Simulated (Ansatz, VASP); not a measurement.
# Two plane-wave programs on Ta

```
CELL_PARAMETERS angstrom
-1.52000 1.64023 1.39419
1.52000 -1.64023 1.39419
1.52000 1.64023 -1.39419
ATOMIC_POSITIONS crystal
Ta 0.00000 0.00000 0.00000
```

Change from the starting cell: normal strain along x -0.0733, normal strain along z -0.1500.

Alike in both runs: task single point; functional PBEsol; k mesh 20 × 20 × 20; occupations gaussian, width 0.15 eV; no spin polarisation.

```csv
,VASP,Ansatz
version,VASP 6.6.1,Ansatz 0.2.0
potentials or method,"VASP PAW PBE potentials, release 64 (Ta_pv)","scalar-relativistic, plane waves, PAW"
plane-wave cutoff (eV),520,420
valence electrons in the cell,11,13
```

```csv
,VASP,Ansatz,Ansatz less VASP
gap on the k mesh at the Fermi level (eV),none,none,-
pressure (GPa),81.5,80.1,-1.41
largest component of the traceless stress (GPa),17.85,17.80,-0.053
```

A gap of «none» marks a metal or a gap that the smearing closes. The two sets of potentials don't hold the same shells in valence. Ansatz warned: «pseudo_functional_mismatch».

Caveats: the cell as given lies far from equilibrium; so large a pressure means that the cell lies far from this level's equilibrium, or that cutoff or potentials fall short (VASP); the potentials were made for another functional, which shifts forces and pressure (VASP). Spin-orbit coupling is left out, which matters for the levels of Ta.
